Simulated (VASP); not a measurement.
Write the native input for VASP 6.6.1 that does the following.

| Item | Value |
| --- | --- |
| Task | single point |
| Functional | r2SCAN |
| Potentials or basis | VASP PAW PBE potentials, release 64 (Zn, S) |
| Cutoff | 520 eV |
| k mesh | 5 × 5 × 5 |
| Occupations | gaussian, width 0.01 eV |
| Spin | no spin polarisation |
| Dipole correction | no |
| Further INCAR settings | ALGO = Normal; EDIFF = 1e-06; NBANDS = 36 |

ZnS:

```
CELL_PARAMETERS angstrom
1.90307 1.09874 9.35195
-1.90307 1.09874 9.35195
0.00000 -2.19748 9.35195
ATOMIC_POSITIONS crystal
Zn 0.99997 0.99997 0.99997
Zn 0.22227 0.22227 0.22227
Zn 0.44461 0.44461 0.44461
S 0.08327 0.08327 0.08327
S 0.52784 0.52784 0.52784
S 0.30536 0.30536 0.30536
```

Measurements of this composition are mostly on another form, of space group No. 216.

These files were run (other wordings do the same):

POSCAR

```
ZnS
1.0
    1.9030712000      1.0987386700      9.3519478300
   -1.9030712000      1.0987386700      9.3519478300
    0.0000000000     -2.1974773400      9.3519478300
Zn S
3 3
Direct
    0.9999711400      0.9999711400      0.9999711400
    0.2222694100      0.2222694100      0.2222694100
    0.4446134400      0.4446134400      0.4446134400
    0.0832671700      0.0832671700      0.0832671700
    0.5278423000      0.5278423000      0.5278423000
    0.3053625400      0.3053625400      0.3053625400
```

INCAR.step1

```
PREC = Accurate
ENCUT = 520
ISMEAR = 0
SIGMA = 0.01
LREAL = False
LASPH = True
NELM = 100
NBANDS = 36
GGA = PE
ALGO = Normal
EDIFF = 1E-4
LWAVE = True
LCHARG = False
```

INCAR.step2

```
PREC = Accurate
ENCUT = 520
EDIFF = 1E-6
ISMEAR = 0
SIGMA = 0.01
LREAL = False
LASPH = True
NELM = 100
ALGO = Normal
ISIF = 2
LWAVE = False
LCHARG = True
METAGGA = R2SCAN
LMIXTAU = True
LELF = True
LVHAR = True
NBANDS = 36
ISTART = 1
```

KPOINTS

```
regular mesh
0
Gamma
  5 5 5
```

Potentials or basis: VASP PAW PBE potentials, release 64 (Zn, S).

Run with:

```console
$ cat potpaw_PBE.64/Zn/POTCAR potpaw_PBE.64/S/POTCAR > POTCAR
$ cp INCAR.step1 INCAR
$ mpirun -np 1 vasp_std > vasp.out
$ cp INCAR.step2 INCAR
$ mpirun -np 1 vasp_std > vasp.out
```

Results of the run:

* Pressure: 0.2 GPa
* Largest force: 0.009 eV/Å
* Band gap on the k mesh: 2.77 eV, direct

Caveat: the PAW data sets were made with another functional, which shifts forces and pressure a little; an odd mesh through Γ misses points on the zone boundary, where band edges often lie.

It took 25 min on 1 thread of Intel(R) Xeon(R) Platinum 8488C (Sapphire Rapids), on a shared host, peak memory 0.8 GiB.
